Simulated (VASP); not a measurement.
Input of a VASP 6.6.1 run:

INCAR

```
SYSTEM = Ge
PREC = Accurate
ENCUT = 600
EDIFF = 1E-7
ISMEAR = -1
SIGMA = 0.05
LREAL = .False.
LASPH = .True.
NELM = 80
ALGO = Fast
ISIF = 3
LWAVE = .False.
LCHARG = .False.
GGA = MK
LUSE_VDW = .True.
AGGAC = 0.0
PARAM1 = 0.1234
PARAM2 = 0.711357
ZAB_VDW = -1.8867
IBRION = 2
NSW = 40
EDIFFG = -0.005
```

Contents of KPOINTS:

```
Automatic mesh
0
Gamma
  8 8 8
  0 0 0
```

Contents of POSCAR:

```
Ge
1.0
    0.0000000000      2.8289100000      2.8289100000
    2.8289100000      0.0000000000      2.8289100000
    2.8289100000      2.8289100000      0.0000000000
Ge
2
Direct
    0.7500000000      0.7500000000      0.7500000000
    0.5000000000      0.5000000000      0.5000000000
```

Potentials or basis: VASP PAW PBE potentials, release 64 (Ge_d).

Run with:

```bash
$ cat potpaw_PBE.64/Ge_d/POTCAR > POTCAR
$ mpirun -np 1 vasp_std > vasp.out
```

(1) Estimate the relaxed cell.

(2) What does it give for the relaxed volume?

Answers

(1) a = 4.048 Å, b = 4.048 Å, c = 4.048 Å, α = 60.00°, β = 60.00°, γ = 60.00°.

(2) 23.46 Å³/atom.

Caveat: the PAW data sets were made with another functional, which shifts forces and pressure a little.

The cell as given is a measured one (22.64 Å³/atom); rev-vdW-DF2 puts the equilibrium volume +3.6 % from it, thermal expansion not counted.
